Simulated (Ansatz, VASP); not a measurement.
# ZrSiB (ZrSiB in the AlB2 type) in two plane-wave programs, part 2 of 2

Wanted: the spread between two codes on one cell, functional and k mesh. The cell is generated by rule, not measured, and may not be a known phase. The cell is taken from a series of runs on this material, whose earlier steps may have relaxed, scaled, displaced or heated it; both programs get it as it stands.

VASP 6.6.1 and Ansatz 0.2.0.

So far: Set-up; Ansatz: relaxation of cell and atoms, PBE, pair 1; VASP: relaxation of cell and atoms, PBE, pair 1; Comparison.

### Step 5. VASP: relaxation of cell and atoms, PBE, pair 2

Level of this step: PBE; plane waves and PAW (Zr_sv, B, Si); invented cell (VASP).

The relaxed volume is the usual yardstick between codes: in a stiff, nearly cubic crystal its relative difference is about their pressure difference at one cell divided by the bulk modulus.

Contents of INCAR:

```
SYSTEM = ZrSiB
PREC = Accurate
ENCUT = 500
EDIFF = 1E-07
NELM = 120
ISMEAR = 1
SIGMA = 0.2
LREAL = .FALSE.
ALGO = Normal
GGA = PE
NBANDS = 15
LASPH = .TRUE.
LORBIT = 11
LWAVE = .FALSE.
LCHARG = .FALSE.
ISIF = 3
IBRION = 2
NSW = 80
EDIFFG = -0.005
GGA_COMPAT = .FALSE.
NELMIN = 4
KPAR = 2
```

Contents of POSCAR:

```
ZrSiB
1.0
    3.5199770000      0.0000000000      0.0000000000
   -1.7599890000      3.0483900000      0.0000000000
    0.0000000000      0.0000000000      3.7076400000
Zr B Si
1 1 1
Direct
    0.0000000000      0.0000000000      0.0000000000
    0.3333334280      0.6666666667      0.5000000000
    0.6666668561      0.3333333333      0.5000000000
```

Contents of KPOINTS:

```
Automatic mesh
0
Gamma
9 9 8
0 0 0
```

PAW data sets: Zr_sv, B and Si (PBE family, release 64).

Started as:

```sh
> mpirun -np 2 vasp_std
```

Numbers of over 12 decimals in the logs are rounded to 6 here.

What it wrote:

```text
[... set-up lines as in an earlier step ...]
 entering main loop
       N       E                     dE             d eps       ncg     rms          rms(c)
DAV:   1     0.105659398374E+03    0.10566E+03   -0.93953E+03  1800   0.115E+03
DAV:   2    -0.198178466833E+02   -0.12548E+03   -0.12274E+03  2262   0.290E+02
DAV:   3    -0.244084534766E+02   -0.45906E+01   -0.45213E+01  3178   0.475E+01
DAV:   4    -0.244696911274E+02   -0.61238E-01   -0.61213E-01  2115   0.504E+00
[...]
DAV:  13    -0.222372987548E+02    0.26688E-06   -0.15975E-06  2101   0.835E-03    0.163E-03
DAV:  14    -0.222372986266E+02    0.12817E-06   -0.73133E-08  1453   0.215E-03    0.470E-04
DAV:  15    -0.222372986320E+02   -0.54188E-08   -0.21154E-08  1033   0.114E-03
   1 F= -.22237299E+02 E0= -.22235852E+02  d E =-.222373E+02
[...]
2 F= -.22237304E+02 E0= -.22235839E+02  d E =-.569929E-05
[...]
3 F= -.22237305E+02 E0= -.22235845E+02  d E =-.661490E-05
[...]
4 F= -.22237307E+02 E0= -.22235840E+02  d E =-.220575E-05
 trial-energy change:   -0.000002  1 .order   -0.000002   -0.000005    0.000000
 step:   0.9119(harm=  0.9119)  dis= 0.00000  next Energy=   -22.237308 (dE=-0.232E-05)
 reached required accuracy - stopping structural energy minimisation
```

Parts of OUTCAR (step 5):

```text
  Total        0.0012595      0.0012595     -0.0003335     -0.0000000      0.0000000      0.0000000
  in kB        0.0507303      0.0507303     -0.0134315     -0.0000000      0.0000000      0.0000000
  external PRESSURE =       0.0293430 kB  Pullay stress =       0.0000000 kB

 POSITION                                       TOTAL-FORCE (eV/Angst)
 -----------------------------------------------------------------------------------
      0.00000      0.00000     -0.00000        -0.000000      0.000000     -0.000000
     -0.00000      2.03166      1.85464         0.000000      0.000000      0.000000
      1.75947      1.01583      1.85464         0.000000     -0.000000     -0.000000
 -----------------------------------------------------------------------------------
    total drift:                                0.000006      0.000001      0.000000

  FREE ENERGIE OF THE ION-ELECTRON SYSTEM (eV)
  ---------------------------------------------------
  free  energy   TOTEN  =       -22.2373074527 eV

  energy  without entropy=      -22.2329057842  energy(sigma->0) =      -22.23584023

[... 2 parts as in an earlier step ...]

[... 2 further parts left out ...]
[key lines of the parts left out:]
E-fermi :  11.0819
```

### Step 6. Ansatz: relaxation of cell and atoms, PBE, pair 2

The same cell, functional, mesh and smearing now go to Ansatz, which takes its cutoff from its data sets.

The cell is taken from a series of runs on this material, whose earlier steps may have relaxed, scaled, displaced or heated it; both programs get it as it stands.

Contents of input.yaml:

```yaml
crystal:
  lattice:
    - [3.5199771179, 0.0, 0.0]
    - [-1.7599885589, 3.0483896049, 0.0]
    - [0.0, 0.0, 3.7076399539]
  atoms:
    - { symbol: Zr, position: [0.0, 0.0, 0.0] }
    - { symbol: B, position: [0.3333333333, 0.6666666667, 0.5] }
    - { symbol: Si, position: [0.6666666667, 0.3333333333, 0.5] }
kpoints:
  mp_grid: { grid: [9, 9, 8] }
hamiltonian:
  xc: pbe
  pseudopotentials: { kind: paw, azcp: { folder: soft_1 } }
scf:
  occupations: { method: methfessel_paxton, width: 0.2 }
output:
  forces: true
  stress: true
  eigenvalues: true
relax:
  adjacent_minimum: "off"
  f_tol: 0.001
  max_steps: 60
  cell: { stress_tol: 0.01 }
```

Started as:

```sh
> ansatz run input.yaml --threads 4 --pin off --max-ram 12288MiB --backend cpu --events-out ev --progress --plain --runs-dir out
```

What it wrote:

```text
[...]
Crystal: 3 atoms, lattice volume = 39.784 Å³
Basis set: ecut = 420 eV, 787 PW (Γ), exchange–correlation on 48×48×50 points (8 copies of the dense FFT grid, shifted against one another)
Bands: 14, of which v1, the nominal top of the filled ones, is band 10 counted from 1 (9 counted from 0)
Symmetry: 12 space group operations
[...]
k-points: 60 of 648 (time reversal used)
[...]
k-point 59: bands = [... 6 lower, 8.8998, 10.8465, 11.1892, 17.1417, 17.4925, 17.5262, 18.5189, 18.6786]
--- Relaxed structure (3 steps of the walk, 3 accepted, 1 SCFs on fresh bases) ---
[...]
cell:  # Å, volume = 39.7765 Å³
    - [3.519327, -2.8862314638787484e-11, 0]
    - [-1.759664, 3.047827, 0]
    - [0.0, 0, 3.708313]
  atoms:
    - { symbol: Zr, position: [0, 0, 0] }
    - { symbol: B, position: [0.333333, 0.666667, 0.5] }
    - { symbol: Si, position: [0.666667, 0.333333, 0.5] }
[key lines of the parts left out:]
SCF converged after 6 iterations
Free energy (F): -4977.176499 eV
Fermi energy:    14.748326 eV
P = ⅓ Tr σ = 0.0022 GPa (0.022 kbar)
```

### Step 7. Differences

Compared:

| quantity | Ansatz | VASP | difference |
| --- | --- | --- | --- |
| volume (Å³) | 39.78 | 39.78 | +0.00 % |
| edge a after relaxation, in the typed setting (Å) | 3.519 | 3.519 | +0.01 % |
| edge c after relaxation, in the typed setting (Å) | 3.708 | 3.709 | -0.03 % |

### Step 8. VASP: zone-centre phonons, PBE

Second derivatives magnify differences that forces hide, and they need a tight electronic threshold.

Contents of INCAR:

```
SYSTEM = ZrSiB
PREC = Accurate
ENCUT = 500
EDIFF = 1E-08
NELM = 120
ISMEAR = 1
SIGMA = 0.2
LREAL = .FALSE.
ALGO = Normal
GGA = PE
NBANDS = 15
LASPH = .TRUE.
LORBIT = 11
LWAVE = .FALSE.
LCHARG = .FALSE.
ISIF = 2
IBRION = 8
GGA_COMPAT = .FALSE.
KPAR = 2
```

Contents of POSCAR:

```
ZrSiB
1.0
    3.5193271343      0.0000000000      0.0000000000
   -1.7596635671      3.0478267025      0.0000000000
    0.0000000000      0.0000000000      3.7083126206
Zr B Si
1 1 1
Direct
    0.0000000000      0.0000000000      0.0000000000
    0.3333333333      0.6666666667      0.5000000000
    0.6666666667      0.3333333333      0.5000000000
```

Contents of KPOINTS:

```
Automatic mesh
0
Gamma
6 6 4
0 0 0
```

Started as:

```sh
> mpirun -np 2 vasp_std
```

What it wrote:

```text
[... set-up lines as in an earlier step ...]
 entering main loop
       N       E                     dE             d eps       ncg     rms          rms(c)
DAV:   1     0.107569197738E+03    0.10757E+03   -0.94814E+03   630   0.116E+03
DAV:   2    -0.198741082886E+02   -0.12744E+03   -0.12471E+03   812   0.293E+02
DAV:   3    -0.244272380410E+02   -0.45531E+01   -0.45091E+01  1107   0.474E+01
DAV:   4    -0.244857489226E+02   -0.58511E-01   -0.58506E-01   766   0.499E+00
[...]
DAV:  14    -0.222804704959E+02    0.10352E-06   -0.10862E-07   777   0.241E-03    0.464E-04
DAV:  15    -0.222804705244E+02   -0.28578E-07   -0.95910E-09   469   0.880E-04    0.144E-04
DAV:  16    -0.222804705251E+02   -0.62323E-09   -0.72227E-10   371   0.260E-04
   1 F= -.22280471E+02 E0= -.22281469E+02  d E =0.299594E-02
 Linear response reoptimize wavefunctions to high precision
DAV:   1    -0.222804705254E+02   -0.35652E-09   -0.15680E-10   490   0.961E-05
DAV:   2    -0.222804705255E+02   -0.54570E-10   -0.42592E-11   371   0.459E-05
 Linear response DOF=           6
 Linear response progress:
[...]
RMM:  11    -0.199122147586E-01    0.13961E-06    0.35272E-07  4279   0.299E-04    0.104E-05
RMM:  12    -0.199121852018E-01    0.29557E-07   -0.78558E-08  4105   0.167E-04    0.818E-06
RMM:  13    -0.199121915379E-01   -0.63361E-08    0.40581E-08  4104   0.971E-05    0.470E-06
 first order change of Fermi-energy   0.17192E-04
 force on displaced ion       3 direction 1 : -16.744  -0.002   0.000
 Linear response progress:
  Degree of freedom:   6/  6
       N       E                     dE             d eps       ncg     rms          rms(c)
RMM:   1    -0.234485620875E-01   -0.23449E-01    0.12288E-02  1657   0.102E+00
RMM:   2    -0.208268576109E-01    0.26217E-02   -0.17847E-03  1312   0.247E-01    0.583E-02
RMM:   3    -0.210137193202E-01   -0.18686E-03   -0.44715E-04  1306   0.102E-01    0.289E-02
RMM:   4    -0.212440705331E-01   -0.23035E-03   -0.16351E-04  1378   0.574E-02    0.979E-03
[...]
RMM:  10    -0.212918068183E-01   -0.27897E-06   -0.34705E-07  1486   0.520E-04    0.270E-05
RMM:  11    -0.212917125606E-01    0.94258E-07    0.42526E-09  1545   0.260E-04    0.883E-06
RMM:  12    -0.212917029183E-01    0.96424E-08   -0.93702E-08  1583   0.128E-04    0.858E-06
 first order change of Fermi-energy   0.34866E-04
 force on displaced ion       3 direction 3 :   0.000   0.000  -9.935
 Linear response finished
```

OUTCAR, selected parts (step 8):

```text
  Total        0.1466360      0.1466360     -0.1485322      0.0000000      0.0000000      0.0000000
  in kB        5.9064284      5.9064284     -5.9828057      0.0000000      0.0000000      0.0000000
  external PRESSURE =       1.9433504 kB  Pullay stress =       0.0000000 kB

 POSITION                                       TOTAL-FORCE (eV/Angst)
 -----------------------------------------------------------------------------------
      0.00000      0.00000      0.00000        -0.000000      0.000000      0.000000
     -0.00000      2.03188      1.85416         0.000000     -0.000000      0.000000
      1.75966      1.01594      1.85416        -0.000000      0.000000      0.000000
 -----------------------------------------------------------------------------------
    total drift:                               -0.000000      0.000000      0.000000

[... 2 further parts left out ...]
```

### Step 9. Ansatz: zone-centre phonons, PBE

The same cell, functional, mesh and smearing now go to Ansatz, which takes its cutoff from its data sets.

The cell is taken from a series of runs on this material, whose earlier steps may have relaxed, scaled, displaced or heated it; both programs get it as it stands.

Contents of input.yaml:

```yaml
crystal:
  lattice:
    - [3.5193271343, 0.0, 0.0]
    - [-1.7596635671, 3.0478267025, 0.0]
    - [0.0, 0.0, 3.7083126206]
  atoms:
    - { symbol: Zr, position: [0.0, 0.0, 0.0] }
    - { symbol: B, position: [0.3333333333, 0.6666666667, 0.5] }
    - { symbol: Si, position: [0.6666666667, 0.3333333333, 0.5] }
kpoints:
  mp_grid: { grid: [6, 6, 4] }
hamiltonian:
  xc: pbe
  pseudopotentials: { kind: paw, azcp: { folder: soft_1 } }
scf:
  occupations: { method: methfessel_paxton, width: 0.2 }
output:
  eigenvalues: true
phonons:
  method: dfpt
  qmesh: [2, 2, 2]
  temperatures: { t_max: 1000, t_step: 50 }
  qpath:
    path:
      - [[0.0, 0.0, 0.0], [0.5, 0.0, 0.0], [0.33333333, 0.33333333, 0.0], [0.0, 0.0, 0.0], [0.0, 0.0, 0.5], [0.5, 0.0, 0.5], [0.33333333, 0.33333333, 0.5], [0.0, 0.0, 0.5]]
      - [[0.5, 0.0, 0.5], [0.5, 0.0, 0.0]]
      - [[0.33333333, 0.33333333, 0.5], [0.33333333, 0.33333333, 0.0]]
    npoints: 10
```

Started as:

```sh
> ansatz run input.yaml --threads 4 --pin off --max-ram 12288MiB --backend cpu --events-out ev --progress --plain --runs-dir out
```

What it wrote:

```text
[...]
Crystal: 3 atoms, lattice volume = 39.776 Å³
Basis set: ecut = 420 eV, 787 PW (Γ), exchange–correlation on 48×48×50 points (8 copies of the dense FFT grid, shifted against one another)
Bands: 14, of which v1, the nominal top of the filled ones, is band 10 counted from 1 (9 counted from 0)
Symmetry: 12 space group operations
k-points: 21 of 144 (time reversal used)
[...]
largest difference from the sums on the solved wave vectors: F 6.75e-2 eV, S 9.98e-5 and C_V 3.23e-5 eV/K
  zero-point energy: 0.180701 eV/cell   skipped modes (ω ≤ 0): 3   left out of the sums: 4.63e-5 of the cell's modes: C_V's classical limit lies that fraction below 3 k_B per atom; for a crystal, a wire or a layer, F and S can be off by more, and a phonons.interpolated_qmesh denser along its periods is the remedy for the sampling
[key lines of the parts left out:]
SCF converged after 9 iterations
Free energy (F): -4977.219671 eV
Fermi energy:    14.765259 eV
```

### Step 10. Comparison

What differs besides the data sets and the points named for the pairs above, as far as they apply: VASP's run holds the zone centre alone. Total energies have different zeros and are not compared.

Both answers:

| quantity | Ansatz | VASP | difference |
| --- | --- | --- | --- |
| optical mode 1 to 2 (cm⁻¹) | 213.1 | 213.6 | -0.25 % |
| optical mode 3 (cm⁻¹) | 234.6 | 236.0 | -0.57 % |
| optical mode 4 (cm⁻¹) | 362.1 | 362.5 | -0.12 % |
| optical mode 5 to 6 (cm⁻¹) | 661.0 | 661.3 | -0.04 % |

Modes are paired by rising frequency, not by their patterns, so a pair may set unlike modes beside each other; they are those without the splitting of longitudinal modes.

### Step 11. Results

* difference in edge c after relaxation, in the typed setting (relaxation of cell and atoms, PBE, pair 1): -0.011 %
* difference in edge c after relaxation, in the typed setting (relaxation of cell and atoms, PBE, pair 2): -0.027 %
* r.m.s. difference of the optical zone-centre modes, each program's sorted by frequency (zone-centre phonons, PBE): 0.68 cm⁻¹
* difference in optical mode 3 (zone-centre phonons, PBE): -0.6 %

What this shows: The difference in edge c after relaxation, in the typed setting is -0.027 % (relaxation of cell and atoms, PBE, pair 2), within the 1.2 % picked in this series as the mark of a large difference, as far as the stopping tolerances let one tell. Among the rows given in per cent, the largest difference of the zone-centre phonons, PBE pair is in optical mode 3, -0.6 %. 1 further run of this series is not shown here. Such differences can come from data sets, numerical settings and the points named under the comparisons, not from the functional's error against experiment.

[Lines on the potential files, build, host, timing and source positions are cut from VASP's logs without a mark.]

[Logs are printed without paths, hosts, clocks, repeated set-up lines and the standing remarks that a program may print on its own settings, such as how far it seeks lower states.]

[Hosts, paths, dates, database ids (printed as entryN), source tags and the programs' standing remarks are cut or masked in the printed files.]
